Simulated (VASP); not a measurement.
Set up this calculation in VASP 6.6.1, as the native input.

| Item | Value |
| --- | --- |
| Task | relaxation of cell and atoms |
| Functional | PBE |
| Potentials or basis | VASP PAW PBE potentials, release 64 (Ge_d) |
| Cutoff | 700 eV |
| k mesh | 10 × 10 × 10 |
| Occupations | gaussian, width 0.02 eV |
| Spin | no spin polarisation |
| Further INCAR settings | ALGO = Normal; EDIFF = 1e-06; IBRION = 2; EDIFFG = -0.005; NSW = 40; ISIF = 3 |

The structure of Ge lies in POSCAR:

```
Ge
1.0
    0.0000000000      2.8400000000      2.8400000000
    2.8400000000      0.0000000000      2.8400000000
    2.8400000000      2.8400000000      0.0000000000
Ge
2
Direct
    0.0000000000      0.0000000000      0.0000000000
    0.2500000000      0.2500000000      0.2500000000
```

The cell was built by a generator and needn't be a form met in nature.

These files were run (other wordings do the same):

INCAR

```
  ALGO = Normal
  EDIFF = 1E-6
  EDIFFG = -0.005
  ENCUT = 700
  GGA = PE
  IBRION = 2
  ISIF = 3
  ISMEAR = 0
  LASPH = True
  LCHARG = False
  LREAL = False
  LWAVE = False
  NELM = 120
  NSW = 40
  PREC = Accurate
  SIGMA = 0.02
```

KPOINTS

```
k-points
0
Gamma
  10 10 10
```

Potentials or basis: VASP PAW PBE potentials, release 64 (Ge_d).

Run with:

```bash
$ cat potpaw_PBE.64/Ge_d/POTCAR > POTCAR
$ mpirun -np 1 vasp_std > vasp.out
```

Results of the run:

The relaxed volume is 23.84 Å³/atom. The relaxed cell is a = 4.070 Å, b = 4.070 Å, c = 4.070 Å, α = 60.00°, β = 60.00°, γ = 60.00°. The space group after relaxing (to 0.05 Å) is Fd-3m (No. 227), the energy gained by relaxing is 8.0 meV/atom and the ionic steps are 5. The pressure after relaxing is 0.0 GPa and the band gap on the k mesh is none (metal or under the smearing width).

Caveat: this crystal is a semiconductor, whose small gap the functional closes, so the metal is an error of the method.

It took 83 s on 1 thread of Intel(R) Xeon(R) 6975P-C (Granite Rapids) (shared host), peak memory 0.24 GiB.
